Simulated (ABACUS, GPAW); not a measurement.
## Equation of state of GaSb under PBE

Symmetry: F-43m, No. 216, cubic system. The conventional cell has a = 6.118 Å, b = 6.118 Å, c = 6.118 Å, α = 90.00°, β = 90.00°, γ = 90.00°. Sb (site symmetry -43m) has 4 Ga at 2.65 Å as nearest neighbours. Ga (site symmetry -43m) has 4 Sb at 2.65 Å as nearest neighbours.

The cell was scaled at fixed shape and fractions and run with GPAW, GPAW PAW data sets (gpaw-data 1.2.1), cutoff 600 eV; PBE, k mesh 6 × 6 × 6 on the cell of 2 atoms, fermi-dirac occupations of 0.05 eV, no spin polarisation, no spin-orbit coupling. Energies are those that the program minimises, any entropy of the smearing included. For a metal such a mesh isn't converged to the digits shown.

| V (Å³/atom) | energy over the lowest row (meV/atom) |
| --- | --- |
| 26.9071 | 55.73 |
| 27.4796 | 35.62 |
| 28.0520 | ? |
| 28.6245 | 9.99 |
| 29.1970 | 3.24 |
| 29.7695 | 0.00 |
| 30.3420 | 0.03 |

**Question.** Fit the third-order Birch-Murnaghan form, give V0, B0 and B′, and predict the energy left open.

**Answer.** With y = (V0/V)^(2/3), E = E0 + (9 V0 B0/16) [(y - 1)³ B′ + (y - 1)² (6 - 4y)]. Least squares through the rows shown give V0 = 30.0623 Å³/atom, E0 = -0.34 meV, B0 = 43.42 GPa (1 eV/Å³ = 160.218 GPa) and B′ = 5.02, with a largest miss of 0.05 meV. At V = 28.0520 the form with these constants gives 20.59 meV; the run gave 20.58 meV an atom. Other set-ups at this level, from all their volumes (Å³/atom, GPa): ABACUS, SG15 ONCV 1.2 PBE, plane waves: V0 30.093, B0 43.78; GPAW, PAW data sets generated for this functional: V0 30.063, B0 43.38. Measured volume: 28.32 Å³/atom at 300 K (a printed reference work), so the fit lies +6.2 % from it. The runs are for a static lattice.
